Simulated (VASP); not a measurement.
Runs of VASP 6.6.1 on W. Symmetry: Im-3m, No. 229, cubic system. The conventional cell has a = 3.165 Å, b = 3.165 Å, c = 3.165 Å, α = 90.00°, β = 90.00°, γ = 90.00°. Around W (site symmetry m-3m) lie 8 W at 2.74 Å. 

| level | gap on the mesh (eV) | pressure (GPa) | relaxed volume (Å³/atom) |
| --- | --- | --- | --- |
| r2SCAN+D3(BJ) | none | 0.0 | 15.82 |
| r2SCAN | none | 0.0 | 15.98 |
| r2SCAN+rVV10 | none | 0.0 | 15.91 |
| r2SCAN+D4 | none | 0.0 | (a) |

Alike in all rows: task relaxation of cell and atoms; potentials or basis VASP PAW PBE potentials, release 64 (W_sv); no spin polarisation; cell relaxed; k mesh 12 × 12 × 12; cutoff (eV) 600; smearing fermi-dirac 0.05 eV.

Task: Fill in the values left out.

Result: (a) 15.89.

Caveats: the PAW data sets were made with another functional, which shifts forces and pressure a little; pairwise dispersion overbinds metals, which lowers pressure and volume (some runs).

A k mesh can miss the band edges, and the runs leave out spin-orbit coupling on W.

A gap of «none» marks a metal or a gap under the smearing width.
